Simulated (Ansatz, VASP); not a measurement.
**One calculation of Al, two programs**

INCAR

```
SYSTEM = Al
ALGO = Normal
EDIFF = 1E-7
ENCUT = 520
ISIF = 2
ISMEAR = -1
LASPH = .True.
LCHARG = .False.
LREAL = .False.
LWAVE = .False.
NBANDS = 14
NELM = 80
PREC = Accurate
SIGMA = 0.15
```

File KPOINTS:

```
k-points
0
Gamma
  9 9 3
  0 0 0
```

The input POSCAR:

```
Al
1.0
    2.8270770000      0.0000000000      0.0000000000
   -1.4135390000      2.4483210000      0.0000000000
    0.0000000000      0.0000000000      9.1859930000
Al
4
Direct
    0.0000000000      0.0000000000      0.0000000000
    0.3333333333      0.6666666667      0.2500000000
    0.0000000000      0.0000000000      0.5000000000
    0.6666666667      0.3333333333      0.7500000000
```

Input for Ansatz:

```yaml
crystal:
  lattice:
    - [2.827077, 0.0, 0.0]
    - [-1.413539, 2.448321, 0.0]
    - [0.0, 0.0, 9.185993]
  atoms:
    - { symbol: Al, position: [0.0, 0.0, 0.0] }
    - { symbol: Al, position: [0.3333333333333333, 0.6666666666666666, 0.25] }
    - { symbol: Al, position: [0.0, 0.0, 0.5] }
    - { symbol: Al, position: [0.6666666666666666, 0.3333333333333333, 0.75] }
basis:
  ecutwfc: 510.0
kpoints:
  mp_grid:
    grid: [9, 9, 3]
hamiltonian:
  xc: lda
scf:
  occupations:
    method: fermi_dirac
    width: 0.15
output:
  stress: true
```

This isn't the form of Al at room conditions, which is fcc.

Alike in both runs: task single point; functional LDA; k mesh 9 × 9 × 3; occupations fermi-dirac, width 0.15 eV; no spin polarisation.

|  | VASP | Ansatz |
| --- | --- | --- |
| version | VASP 6.6.1 | Ansatz 0.2.0 |
| potentials or method | VASP PAW LDA potentials, release 64 (Al) | plane waves, PAW |
| plane-wave cutoff (eV) | 520 | 510 |
| valence electrons in the cell | 12 | 12 |

Ansatz gave:

- pressure (GPa): -0.3
- largest component of the traceless stress (GPa): 1.41

Q: Estimate VASP's values.

A: Pressure (GPa): -0.2; largest component of the traceless stress (GPa): 1.41.
